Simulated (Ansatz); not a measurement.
Before relaxation, clean slab, lower planes held (InP, Fm-3m (No. 225), (1 1 0) face):

```
CELL_PARAMETERS angstrom
7.83520 0.00000 0.00000
0.00000 11.08064 0.00000
0.00000 0.00000 21.87640
ATOMIC_POSITIONS crystal
In 0.25000 0.25000 0.36569
In 0.25000 0.75000 0.36569
In 0.75000 0.25000 0.36569
In 0.75000 0.75000 0.36569
P 0.25000 0.50000 0.36569
P 0.25000 0.00000 0.36569
P 0.75000 0.50000 0.36569
P 0.75000 0.00000 0.36569
In 0.50000 0.50000 0.45523
In 0.50000 0.00000 0.45523
In 0.00000 0.50000 0.45523
In 0.00000 0.00000 0.45523
P 0.50000 0.75000 0.45523
P 0.50000 0.25000 0.45523
P 0.00000 0.75000 0.45523
P 0.00000 0.25000 0.45523
In 0.75000 0.75000 0.54477
In 0.75000 0.25000 0.54477
In 0.25000 0.75000 0.54477
In 0.25000 0.25000 0.54477
P 0.75000 0.00000 0.54477
P 0.75000 0.50000 0.54477
P 0.25000 0.00000 0.54477
P 0.25000 0.50000 0.54477
In 0.00000 0.00000 0.63431
In 0.00000 0.50000 0.63431
In 0.50000 0.00000 0.63431
In 0.50000 0.50000 0.63431
P 0.00000 0.25000 0.63431
P 0.00000 0.75000 0.63431
P 0.50000 0.25000 0.63431
P 0.50000 0.75000 0.63431
```

Method: DFT PBE, scalar-relativistic, plane waves, PAW in Ansatz 0.2.0. Cutoff 420 eV; k points 3×2×1 on the computed 32-atom cell (Γ-centred); Gaussian smearing, width 0.10 eV; no spin polarisation. A dipole correction removes the field between periodic images along c.

Atoms 1, 2, 3, 4, 5, 6, 7, 8, 9, 10, 11, 12, 13, 14, 15, 16 (counted from 1) are held. The cell is fixed. Force threshold 0.03 eV/Å.

| step | E − E_final (eV) | largest force (eV/Å) |
| --- | --- | --- |
| 1 | 0.473 | 0.761 |
| 2 | 0.026 | 0.126 |
| 3 | 0.013 | 0.080 |
| 4 | 0.000 | 0.012 |

Q: What is the final structure?

A:
```
CELL_PARAMETERS angstrom
7.83520 0.00000 0.00000
0.00000 11.08064 0.00000
0.00000 0.00000 21.87640
ATOMIC_POSITIONS crystal
In 0.25000 0.25000 0.36569
In 0.25000 0.75000 0.36569
In 0.75000 0.25000 0.36569
In 0.75000 0.75000 0.36569
P 0.25000 0.50000 0.36569
P 0.25000 0.00000 0.36569
P 0.75000 0.50000 0.36569
P 0.75000 0.00000 0.36569
In 0.50000 0.50000 0.45523
In 0.50000 0.00000 0.45523
In 0.00000 0.50000 0.45523
In 0.00000 0.00000 0.45523
P 0.50000 0.75000 0.45523
P 0.50000 0.25000 0.45523
P 0.00000 0.75000 0.45523
P 0.00000 0.25000 0.45523
In 0.75000 0.75000 0.55546
In 0.75000 0.25000 0.55546
In 0.25000 0.75000 0.55546
In 0.25000 0.25000 0.55546
P 0.75000 0.00000 0.54765
P 0.75000 0.50000 0.54765
P 0.25000 0.00000 0.54765
P 0.25000 0.50000 0.54765
In 0.00000 0.00000 0.62958
In 0.00000 0.50000 0.62958
In 0.50000 0.00000 0.62958
In 0.50000 0.50000 0.62958
P 0.00000 0.25000 0.63665
P 0.00000 0.75000 0.63665
P 0.50000 0.25000 0.63665
P 0.50000 0.75000 0.63665
```

The reference crystal is the rock-salt form of InP, which isn't its usual structure.